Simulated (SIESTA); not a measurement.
# FeO in SIESTA: the effect of fixed moment

Crystal: FeO.

```
Fe O
1.0
     3.07799    0.00000    0.00000
    -0.25762    3.06719    0.00000
    -1.41018   -1.53359    2.26572
Fe O
1 1
Direct
  0.00000 0.00000 0.00000
  0.50000 0.50000 0.00000
```

The cell comes from a database or a generator and needn't be the stable form of this composition.

Alike in all runs:

- Program: SIESTA 5.4.2
- Task: single point
- Functional: PBE
- Potentials or basis: PseudoDojo 0.4 standard (PBE files)
- Basis: DZP (energy shift 0.003 Ry; two zetas on semicore shells)
- Grid cutoff: 800 Ry
- Energy shift: 0.003 Ry
- k mesh: 8 × 8 × 8
- Occupations: fermi-dirac, width 0.05 eV
- Spin: collinear spin, ferromagnetic start
- Starting moments: [3.0, 0.0] μB

Q: One run gave: energy over the lowest run 249.2 meV/atom; pressure -17.4 GPa. Which fixed moment did it use?
A. 4
B. 2
C. 3
D. 1

A: C.

```csv
fixed moment,energy over the lowest run (meV/atom),pressure (GPa)
1,830.8,-25.9
2,572.7,-23.8
3,249.2,-17.4
4,0.0,-8.3
```

Caveats: short orbitals over semicore shells can move pressures by several GPa; the basis of atomic orbitals isn't converged, which shifts pressures, moduli and gaps; the total moment is fixed, so each spin has its own Fermi level; a cell with one magnetic atom can't hold antiferromagnetic order, which such compounds often take; the moment is held away from its start (some runs).
